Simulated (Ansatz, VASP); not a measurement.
## Two plane-wave programs on BAs

File INCAR:

```
SYSTEM = BAs
  PREC = Accurate
  ENCUT = 600
  EDIFF = 1E-6
  ISMEAR = -1
  SIGMA = 0.05
  LREAL = .False.
  LASPH = .True.
  NELM = 100
  ALGO = Fast
  ISIF = 3
  LWAVE = .False.
  LCHARG = .False.
  GGA = B5
  ALDAX = 1.0
  AGGAX = 1.0
  AGGAC = 1.0
  ALDAC = 0.0
  IBRION = 2
  NSW = 60
  EDIFFG = -0.01
```

File KPOINTS:

```
regular mesh
0
Gamma
  9 9 9
  0 0 0
```

File POSCAR:

```
BAs
1.0
    2.9343700000      0.0000000000      0.0000000000
    0.0000000000      2.9343700000      0.0000000000
    0.0000000000      0.0000000000      2.9343700000
B As
1 1
Direct
    0.5000000000      0.5000000000      0.5000000000
    0.0000000000      0.0000000000      0.0000000000
```

The input input.yaml:

```yaml
crystal:
  lattice:
    - [2.93437, 0.0, 0.0]
    - [0.0, 2.93437, 0.0]
    - [0.0, 0.0, 2.93437]
  atoms:
    - { symbol: B, position: [0.5, 0.5, 0.5] }
    - { symbol: As, position: [0.0, 0.0, 0.0] }
hamiltonian:
  xc: blyp
  pseudopotentials: { kind: paw }
kpoints:
  mp_grid: { grid: [9, 9, 9] }
scf:
  occupations: { method: fermi_dirac, width: 0.05 }
output:
  forces: true
  stress: true
  eigenvalues: true
relax:
  f_tol: 0.01
  max_steps: 40
  cell: { stress_tol: 0.05 }
```

The cell was built by a generator and needn't be a form met in nature.

Alike in both runs: task relaxation of cell and atoms; functional BLYP; k mesh 9 × 9 × 9; occupations fermi-dirac, width 0.05 eV; no spin polarisation.

|  | VASP | Ansatz |
| --- | --- | --- |
| version | VASP 6.6.1 | Ansatz 0.2.0 |
| potentials or method | VASP PAW PBE potentials, release 64 (B, As) | Ansatz PAW |
| plane-wave cutoff (eV) | 600 | 420 |
| valence electrons in the cell | 8 | 18 |

VASP gave:

```
gap on the k mesh at the Fermi level, each at its own relaxed structure (eV) : none
relaxed volume (Å³/atom)                                                     : 14.17
relaxed cell length with the largest relative difference (Å)                 : 3.049
energy change over the relaxation (meV/atom)                                 : -47
```

Task: What did Ansatz give for the same quantities?

Result: gap on the k mesh at the Fermi level, each at its own relaxed structure (eV): none; relaxed volume (Å³/atom): 14.13; relaxed cell length with the largest relative difference (Å): 3.046; energy change over the relaxation (meV/atom): -45.

A gap of «none» marks a metal or a gap that the smearing closes. The two sets of potentials don't hold the same shells in valence.

Caveats: the PAW data sets were made with another functional, which shifts forces and pressure a little (VASP); the plane-wave basis is chosen anew once the cell has moved, so the energies of steps on either side of that aren't comparable (Ansatz); the PAW data sets come from PBE, with cores solved anew for the run's functional, which leaves a small shift of forces and pressure (Ansatz).
